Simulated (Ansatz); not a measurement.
## Sensitivity of the G0W0 gap of Ta2O5 (Pmmm)

Aim: change settings of a G0W0 run on Ta2O5 (Pmmm) and see what moves.

Program: Ansatz 0.2.0. Level of theory: G0W0 on PBE, plane waves, PAW. Results are calculated unless marked as measured.

### 1. The structure

The structure is orthorhombic, space group Pmmm (No. 47). The conventional cell has a = 3.677 Å, b = 3.897 Å, c = 6.217 Å, α = 90.00°, β = 90.00°, γ = 90.00°. Ta has 6 O at 1.95 to 2.16 Å nearest. Nearest to Ta lie 6 O at 1.84 to 1.98 Å. Nearest to O lie 3 Ta at 1.98 to 2.16 Å. Nearest to O lie 2 Ta at 1.95 Å. Nearest to O lie 2 Ta at 1.84 Å. Nearest to O lie 2 Ta at 1.95 Å. Farther neighbours and most contacts between anions are not listed.

The cell and positions come from the Crystallography Open Database and are kept as given unless a step says otherwise. Spin-orbit coupling is left out unless a step names it. The default PAW set here is soft_2. Its files were made with PBE.

### 2. The base run: 4×4×4 mesh, 94 empty bands, screening to 60 eV

G0W0 replaces the xc potential by the self-energy, built once from these orbitals. Only a window of levels is corrected, while the sums run over the empty bands that the input names.

input.yaml

```yaml
crystal:
  lattice:
    - [3.677, 0.0, 0.0]
    - [0.0, 3.897, 0.0]
    - [0.0, 0.0, 6.217]
  atoms:
    - { symbol: Ta, position: [0.5, 0.0, 0.5] }
    - { symbol: Ta, position: [0.0, 0.0, 0.0] }
    - { symbol: O, position: [0.0, 0.0, 0.319] }
    - { symbol: O, position: [0.0, 0.0, 0.681] }
    - { symbol: O, position: [0.5, 0.5, 0.5] }
    - { symbol: O, position: [0.5, 0.0, 0.0] }
    - { symbol: O, position: [0.0, 0.5, 0.0] }
kpoints:
  mp_grid: { grid: [4, 4, 4] }
hamiltonian:
  xc: pbe
scf:
  occupations: { method: fixed }
gw:
  n_empty_bands: 94
  ecut_chi: 60
  qp_bands: [v2, c2]
  qp_kpoints: band_edges
  screening: { model: contour_deformation }
```

Started as:

```console
$ ansatz run input.yaml --threads 3 --pin off --max-ram 64512MiB --backend cuda --events-out ev --progress --plain --runs-dir out --devices 1 --max-vram 24GiB  # rebuilt from the run's record
```

Numbers of over 12 decimals in the logs are rounded to 6 here.

Log:

```text
GPUs: using 1 of 1 available (devices: 1).
Engine: ansatz 0.2.0, x86_64-unknown-linux-gnu
Pseudopotentials: kind: paw
Pseudopotential: Ta, paw, valence charge 13, recommended cutoff 420 eV (normal), Ta.paw.azcp
Pseudopotential: O, paw, valence charge 6, recommended cutoff 420 eV (normal), O.paw.azcp
Functional definition: PBE
  parameter kappa = 0.804
  parameter beta = 0.066725
  exchange = pbe_x(kappa = kappa, mu = beta*pi^2/3)
  correlation = pbe_c(beta = beta)
device memory: the entry about to start is reckoned to put 1.2 GiB on a device that reports 61.4 GiB free (of which the cap on the GPU budget leaves the run 24.0 GiB)
GPU FFT provider: cuFFT
GPU libraries: cuBLAS 13.8.2, cuFFT 12.4.0, cuSOLVER 12.3.4
Crystal: 7 atoms, lattice volume = 89.085 Å³
Basis set: ecut = 420 eV, 1749 PW (Γ)
Bands: 35, of which v1, the nominal top of the filled ones, is band 28 counted from 1 (27 counted from 0)
Symmetry: 8 space group operations
Space group: Pmmm (ITA 47), of the structure as read, at distance tolerance 4.5e-5 Å
k-points: 27 of 64
Non-local potential: Ta, projectors of the file, l = 0: 3, l = 1: 2, l = 2: 2, l = 3: 1
Non-local potential: O, projectors of the file, l = 0: 2, l = 1: 2, l = 2: 1
PAW form: soft (Blöchl's): semilocal exchange-correlation on the pseudo side does not see the compensation charge
PAW one-centre angular grid: Ta, 590 points (default); XC on 64 Gauss nodes
PAW one-centre angular grid: O, 110 points (default); XC on 64 Gauss nodes
Initial density: superposition of atomic densities (neutral atoms: chi_scale 0, normalization atom), corrected by the library's trained network
Initial wavefunctions: pseudopotential atomic-orbital guess
GPU buffer pool allocated for 30375 grid points (all kernels)
GPU transforms: local potential and band sums: pruned to the plane-wave sphere, on 25×27×45
Functional: x = pbe(κ = 0.804, μ = 0.219515), c = pbe(β = 0.066725)
SCF iter   1: F=—  HF=-22706.716615 eV  |F-HF|=—  |Δ(HF+E_count)|=         —  Δρ=8.38e-3  dr2=7.73e-2  ethr=1.77e-3  ⟨swp⟩=4.6  Hψ=3578  notcnv=0  defer=124
preconditioner: auto → Resta (q_TF=auto, 2.525 Å⁻¹)  ε∞=6.2  [insulator: Δε(μ)=0.537 eV  Ē_g=10.895 eV  n_scr=20 (ndim 8)  ℏωp=24.9 eV  f_vac=0.093  ε∞_Penn≈6.2]
SCF iter   2: F=—  HF=-22706.702765 eV  |F-HF|=—  |Δ(HF+E_count)|=   1.38e-2  Δρ=4.17e-3  dr2=1.34e-2  ethr=1.38e-4  ⟨swp⟩=2.1  Hψ=1513  notcnv=0  defer=135
SCF iter   3: F=—  HF=-22706.701057 eV  |F-HF|=—  |Δ(HF+E_count)|=   1.71e-3  Δρ=2.06e-3  dr2=4.78e-3  ethr=2.39e-5  ⟨swp⟩=2.0  Hψ=1302  notcnv=0  defer=135
SCF iter   4: F=—  HF=-22706.700506 eV  |F-HF|=—  |Δ(HF+E_count)|=   5.51e-4  Δρ=4.84e-4  dr2=2.55e-4  ethr=8.54e-6  ⟨swp⟩=2.9  Hψ=1333  notcnv=0  defer=135
[...]
E_band       = -474.509120
  E_kinetic    = 1603.663600
  E_local      = -3738.937922  (includes V_loc(G=0)·N_el)
  E_nonlocal   = 268.499908
  E_hartree    = 1336.486660
  E_xc         = -803.196276
  E_vxc        = -875.089871  (∫ρ·V_xc dr)
  E_paw        = -17584.759772  (= ΣΔE_a)
  E_vpaw       = -405.633645  (= ΣTr[D̂ρ^β])
  E_aug_tail   = 0.012638  (compensation charges beyond the density's cutoff)
  E_ewald      = -3788.469389
  E_smearing   = -0.000000  (= −TS)
  E_closure    = -0.000000  (closes the sum)
  Σ components = -22706.700552   (vs F -22706.700552, Δ=0.00e0)
--- Band table (eV; the first three rows and the last of 27) ---
  k-point 0: bands = [... 24 lower, 7.6733, 8.3569, 8.4412, 8.6319, 9.6019, 10.0209, 10.3781, 11.4622, ... 3 higher]
  k-point 1: bands = [... 24 lower, 7.2615, 8.1055, 8.4277, 8.6300, 10.0288, 10.0476, 10.5153, 11.6566, ... 3 higher]
  k-point 2: bands = [... 24 lower, 7.2158, 8.0109, 8.4155, 8.6278, 10.0368, 10.4916, 10.6709, 11.6430, ... 3 higher]
  k-point 26: bands = [... 24 lower, 6.0450, 6.6850, 8.3409, 9.2693, 10.1590, 12.4002, 12.5805, 13.3917, ... 3 higher]
--- G₀W₀: contour deformation, 8 samples at zero and on the imaginary axis and 1 off it, 64 q-points, 94 empty bands' worth ---
  eigenvalues of the whole cell's RPA ε∞ on this k-mesh (on a slab, of 1 + 4πα/V) = 5.6045, 6.9190, 9.8623; static W/v taken at q = 0 is 0.121680
  gw.qp_kpoints: band_edges: 13 of 27 stored k-points solved, in 1 pass; an edge of the gap read off the rows below is read off those points alone
    valence top: of the k-points left out ik 17 came nearest to being solved in a further pass, in band 28 (counted from 1, as in the quasiparticle table): it holds the edge there only if its correction is more favourable than any solved in that band by at least 0.552 eV; those differ by 0.130 eV
    conduction bottom: of the k-points left out ik 12 came nearest to being solved in a further pass, in band 29 (counted from 1, as in the quasiparticle table): it holds the edge there only if its correction is more favourable than any solved in that band by at least 0.433 eV; those differ by 0.145 eV
    ik  band        ε_KS         Σx   Σc(E_QP)       V_xc       Z   E_QP_lin       E_QP  E_QP is
     0    27      8.4412   -27.8673     5.1433   -22.6407  0.7274     8.3576     8.3580  root
     0    28      8.6319   -26.2729     5.2037   -20.9385  0.7033     8.5002     8.5012  root
     0    29      9.6019   -11.3188    -4.9440   -16.9943  0.7534    10.3388    10.3334  root
     0    30     10.0209   -13.4450    -4.4861   -18.8506  0.7652    10.9510    10.9402  root
     3    27      7.8384   -27.0181     4.9727   -22.0787  0.7270     7.8715     7.8716  root
     3    28      8.2610   -25.3774     4.8744   -20.4372  0.7051     8.1949     8.1952  root
     3    29      9.7441   -11.3356    -5.0301   -17.1070  0.7485    10.4917    10.4853  root
     3    30     11.4893   -13.4474    -4.6640   -19.1851  0.7774    12.5733    12.5629  root
[...]
26    27      8.3409   -25.9969     5.0845   -20.8945  0.7074     8.3230     8.3230  root
    26    28      9.2693   -26.5051     5.2067   -21.2532  0.7122     9.2239     9.2241  root
    26    29     10.1590   -12.8318    -5.4564   -19.1649  0.7248    11.0511    11.0356  root
    26    30     12.4002   -15.9862    -4.7672   -21.8876  0.7481    13.5567    13.5343  root
[key lines of the parts left out:]
SCF converged after 9 iterations
Free energy (F): -22706.700552 eV
Fermi energy:    9.269256 eV
```

Run time: 7.3 s. Hardware: 1 × NVIDIA H100 80GB HBM3 (shared by 3 runs) with 3 threads of AMD EPYC 7R13 (Zen 3), shared host; peak memory 1.2 GiB; 11 s of CPU time.

This step gave:

| Property | Result |
| --- | --- |
| bands summed | 122 |
| RPA ε∞ on this mesh (eigenvalues) | 5.605, 6.919, 9.862 |
| plane waves in the screening matrix | 103 |
| q-points in the mesh | 64 |
| G0W0 gap on the mesh | 1.054 eV |
| k of the valence top | -0.5, -0.5, -0.5 |
| k of the conduction bottom | -0.5, 0, 0 |
| starting gap on the mesh | 0.1898 eV |
| Z at the valence top | 0.7122 |
| Z at the conduction bottom | 0.7619 |
| least direct G0W0 gap on the computed points | 1.244 eV |

The gap on the mesh goes from 0.19 eV to 1.05 eV, a correction of +0.86 eV. Between the two edge states, bare exchange in place of the xc potential would open the gap by 10.45 eV, and correlation takes back 9.59 eV.

### 3. Variant: static remainder

This step: G0W0 on PBE, plane waves, norm-conserving pseudopotentials.

Changes to input.yaml since step 2:

```diff
@@ -14,5 +14,6 @@
 kpoints:
-  mp_grid: { grid: [4, 4, 4] }
+  mp_grid: { grid: [4, 4, 2] }
 hamiltonian:
   xc: pbe
+  pseudopotentials: { kind: nc }
 scf:
@@ -21,3 +22,3 @@
   n_empty_bands: 94
-  ecut_chi: 60
+  ecut_chi: 100
   qp_bands: [v2, c2]
@@ -25 +26,2 @@
   screening: { model: contour_deformation }
+  static_remainder: true
```

Log:

```text
Warning: gw takes pair_densities: pseudo, which can misplace gaps by tens of per cent, since gw.static_remainder lacks the terms of the atoms
GPUs: using 1 of 1 available (devices: 1).
[...]
GPU FFT provider: cuFFT
GPU libraries: cuBLAS 13.8.2, cuFFT 12.4.0, cuSOLVER 12.3.4
Crystal: 7 atoms, lattice volume = 89.085 Å³
Basis set: ecut = 1240 eV, 8857 PW (Γ)
Bands: 35, of which v1, the nominal top of the filled ones, is band 28 counted from 1 (27 counted from 0)
Symmetry: 8 space group operations
[...]
k-points: 18 of 32
[...]
GPU buffer pool allocated for 145800 grid points (all kernels)
[...]
SCF iter   1: F=—  HF=-5871.152694 eV  |F-HF|=—  |Δ(HF+E_count)|=         —  Δρ=8.69e-2  dr2=6.88e0  ethr=3.10e-3  ⟨swp⟩=4.9  Hψ=2502  notcnv=0  defer=76
[...]
SCF iter  11: F=-5869.380110 eV  HF=-5869.380109 eV  |F-HF|=2.25e-8  |Δ(HF+E_count)|=   1.59e-7  Δρ=6.79e-6  dr2=3.20e-8  ethr=1.79e-10  ⟨swp⟩=9.9  Hψ=2672  notcnv=0
SCF 1 converged in 11 iterations: F = -5869.380110 eV  dr2 = 3.20e-8
[...]
NSCF: frozen V_eff on 18 k-points
[...]
G₀W₀ screening: q 1/18
[... further progress lines ...]
[...]
SCF converged after 11 iterations
Free energy (F): -5869.380110 eV
[...]
Internal energy: -5869.380110 eV  (E = F + TS)
E sigma→0 (E₀):  -5869.380110 eV
Fermi energy:    9.178691 eV
[...]
--- Band table (eV; the first three rows and the last of 18) ---
  k-point 0: bands = [... 24 lower, 7.5794, 8.2568, 8.3233, 8.5263, 9.5181, 9.9207, 10.2866, 11.3704, ... 3 higher]
  k-point 1: bands = [... 24 lower, 7.1119, 7.9098, 8.2973, 8.5224, 9.9366, 10.4049, 10.5796, 11.5467, ... 3 higher]
  k-point 2: bands = [... 24 lower, 7.0689, 7.6804, 7.7470, 8.1691, 9.6608, 11.3977, 11.4799, 11.5960, ... 3 higher]
  k-point 17: bands = [... 24 lower, 5.9571, 6.6021, 8.2538, 9.1787, 10.0775, 12.3061, 12.4863, 13.2956, ... 3 higher]
[...]
static-remainder magnitude (band-truncation diagnostic): 1.3250 eV
[...]
`?` marks the rows in doubt; gw_qp.tsv's column doubts and the gw_qp event give each row's grounds
[...]
0    27      8.3233   -26.3364     4.6263   -21.1803  0.7190     7.8009     7.7934  root
     0    28      8.5263   -25.2949     4.8071   -20.0374  0.6905     8.0875     8.0759  root
     0    29      9.5181    -7.9456    -5.4697   -13.8908  0.7424     9.9787     9.9936  root
     0    30      9.9207    -9.5646    -5.0811   -15.3026  0.7566    10.5712    10.5776  root
     1    27      8.2973   -26.1444     4.5590   -21.0556  0.7184     7.7750     7.7674  root
     1    28      8.5224   -25.2941     4.8110   -20.0319  0.6901     8.0826     8.0711  root
     1    29      9.9366    -9.5591    -5.1140   -15.3329  0.7559    10.5905    10.5964  root
     1    30     10.4049    -9.8034    -5.4855   -15.8256  0.7107    10.9348    10.9415  root
[...]
4    28      8.3667   -25.1224     4.7028   -20.0898  0.6975     8.0035     8.0369  root ?
[...]
16    30     12.4489   -11.7129    -5.6710   -18.1349  0.6835    13.1880    13.1998  root
    17    27      8.2538   -25.1908     4.7086   -20.1604  0.6956     7.9037     7.9321  root ?
    17    28      9.1787   -25.7345     4.7589   -20.5590  0.7007     8.7905     8.7621  root
    17    29     10.0775    -8.8778    -6.0462   -15.5439  0.7153    10.6970    10.6976  root
    17    30     12.3061   -11.4418    -5.3936   -17.6338  0.7368    13.1045    13.1046  root
```

The job ended after 8.4 s (1 × NVIDIA H100 80GB HBM3 (shared by 3 runs) with 3 threads; peak memory 1.5 GiB; 14 s of CPU time).

Against the base:

```tsv
setting	base	variant
files	default PAW	norm-conserving
mesh	4×4×4	4×4×2
screening cutoff (eV)	60	100
static remainder	-	true
```

```tsv
quantity	variant	base
starting gap on the mesh	0.186	0.190
G0W0 gap on the mesh	1.195	1.054
least direct G0W0 gap on the computed points	1.390	1.244
Z at the valence top	0.701	0.712
Z at the conduction bottom	0.753	0.762
```

### 4. Results

* base: 1.05 eV, 7.3 s
* static remainder: 1.19 eV, 8.4 s

In words: Static remainder: the gap moves by +0.14 eV (the plane-wave cutoff goes from 420 to 1240 eV); such settings are too crude to quote. The variant differs from the base in files, mesh, screening cutoff and static remainder together, so the change can't be laid to one of them. This option needs pseudo pair densities, which the log warns can misplace gaps. All runs here use a coarse mesh and modest cutoffs; they test settings and are not final values. The 4×4×4 mesh is coarse for this cell (its supercell is 15 Å along the shortest edge). The RPA ε∞ on it, from the PBE start, is 5.60, 6.92 and 9.86; such meshes misread the long-range screening, most where the gap is narrow. The many-body steps are scalar-relativistic: spin-orbit coupling is not in them.

[Paths, hosts, dates, memory and timing lines, banners, echoed tables and standing remarks are left out of the program output.]

[Logs are printed without paths, hosts, clocks, repeated set-up lines and the standing remarks that a program may print on its own settings, such as how far it seeks lower states.]

[Runs of the session that timed out or met a known fault of the program may be left out.]

[Cells called generated may have been cut or substituted from an entry of the Crystallography Open Database or the Materials Project.]

[Hosts, paths, dates, database ids (printed as entryN), source tags and the programs' standing remarks are cut or masked in the printed files.]
